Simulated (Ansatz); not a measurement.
Crystal: Al2O3.

```
Al O
1.0
     4.61378    0.00000    0.00000
     0.00000    9.56328    0.00000
     0.00000    0.00000    3.11986
Al O
4 6
Direct
  0.98298 0.82457 0.00000
  0.01702 0.17543 0.00000
  0.48297 0.67543 0.50000
  0.51702 0.32457 0.50000
  0.50000 0.50000 0.50000
  0.12363 0.75305 0.50000
  0.37637 0.25305 0.00000
  0.62364 0.74695 0.00000
  0.00000 0.00000 0.00000
  0.87636 0.24695 0.50000
```

Measurements of this composition are mostly on another form, of space group No. 167.

Base run:

- Program: Ansatz 0.2.0
- Functional: LDA
- Potentials or basis: Ansatz PAW
- Cutoff: 420 eV
- Density cutoff: 1680 eV
- k mesh: 6 × 3 × 9
- Occupations: fermi-dirac, width 0.05 eV
- Spin: no spin polarisation

Its results: band gap on the k mesh 3.36 eV, direct; pressure -6.5 GPa; largest force 0.203 eV/Å.

Problem. The run is repeated on the same cell with these changes: functional from LDA to BLYP. What comes out?

Solution. Band gap on the k mesh 3.64 eV, direct; pressure 1.5 GPa; largest force 0.206 eV/Å.

BLYP binds less tightly than LDA, so the same cell stands under more pressure.

Caveats: the PAW data sets come from PBE, with cores solved anew for the run's functional, which leaves a small shift of forces and pressure; the potentials were made for another functional, which shifts forces and pressure (some runs).

Not every run made on this cell is shown here.
